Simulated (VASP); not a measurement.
**InAs in VASP 6.6.1, single-point calculation**

INCAR

```
ISIF = 2
LASPH = .TRUE.
NSW = 0
EDIFF = 1E-7
METAGGA = SCAN
LCHARG = .FALSE.
ISMEAR = -1
MAGMOM = 1 1
SIGMA = 0.02
LWAVE = .FALSE.
IBRION = -1
ISPIN = 2
PREC = Accurate
NBANDS = 16
ENCUT = 520
NELM = 120
LREAL = .FALSE.
```

KPOINTS

```
KPOINTS created by Atomic Simulation Environment
0
Gamma
8 8 8
0 0 0
```

POSCAR

```
In As
 1.0000000000000000
     0.0000000000000000    2.9934986636000001    3.1184735085000002
     2.9934986636000001    0.0000000000000000    3.1184735085000002
     2.9934986636000001    2.9934986636000001    0.0000000000000000
 In  As
   1   1
Cartesian
  0.0000000000000000  0.0000000000000000  0.0000000000000000
  1.4967493317999998  1.4967493317999998  1.5592367542499999
```

The recommended PBE PAW datasets give the neutral cell 18 valence electrons.

Command

```
mpirun -np 1 vasp_std
```

Q: How does this run end, and what does it give?

A: It converged. Results: pressure 0.7 GPa; magnetic moment of the cell 0.00 μB.

OSZICAR

```
N       E                     dE             d eps       ncg     rms          rms(c)
DAV:   1     0.690414639442E+02    0.69041E+02   -0.84157E+03  3784   0.124E+03
DAV:   2    -0.488857463306E+02   -0.11793E+03   -0.11256E+03  4208   0.301E+02
DAV:   3    -0.567496671918E+02   -0.78639E+01   -0.78134E+01  4880   0.774E+01
DAV:   4    -0.569570271060E+02   -0.20736E+00   -0.20731E+00  4856   0.138E+01
DAV:   5    -0.569671755629E+02   -0.10148E-01   -0.10148E-01  5656   0.259E+00    0.702E+00
DAV:   6    -0.540840454407E+02    0.28831E+01   -0.17358E+00  4472   0.275E+01    0.337E+00
DAV:   7    -0.541372327680E+02   -0.53187E-01   -0.25742E-01  3928   0.462E+00    0.266E+00
DAV:   8    -0.541429525310E+02   -0.57198E-02   -0.40872E-02  4328   0.191E+00    0.195E+00
DAV:   9    -0.541467025766E+02   -0.37500E-02   -0.20639E-02  4784   0.131E+00    0.140E+00
DAV:  10    -0.541469407060E+02   -0.23813E-03   -0.58377E-03  4408   0.789E-01    0.830E-01
DAV:  11    -0.541457875860E+02    0.11531E-02   -0.22870E-03  4392   0.596E-01    0.365E-01
DAV:  12    -0.541459204052E+02   -0.13282E-03   -0.51866E-04  3936   0.244E-01    0.134E-01
DAV:  13    -0.541459196949E+02    0.71024E-06   -0.56935E-05  4424   0.757E-02    0.881E-02
DAV:  14    -0.541459066956E+02    0.12999E-04   -0.31209E-05  4424   0.547E-02    0.179E-02
DAV:  15    -0.541459111885E+02   -0.44929E-05   -0.38229E-06  4312   0.191E-02    0.105E-02
DAV:  16    -0.541459005807E+02    0.10608E-04   -0.37998E-07  5504   0.658E-03    0.518E-03
DAV:  17    -0.541458829619E+02    0.17619E-04   -0.31998E-07  4096   0.628E-03    0.603E-03
DAV:  18    -0.541458859933E+02   -0.30314E-05   -0.90843E-08  3288   0.335E-03    0.128E-03
DAV:  19    -0.541458860919E+02   -0.98612E-07   -0.15210E-08  2240   0.117E-03
   1 F= -.54145886E+02 E0= -.54145830E+02  d E =-.111502E-03  mag=     0.0000
```

For comparison, a separate PBE run of the intended cell, on usual settings and not on those above, gives a gap of 0.00 eV on its mesh and a pressure of 3.2 GPa.
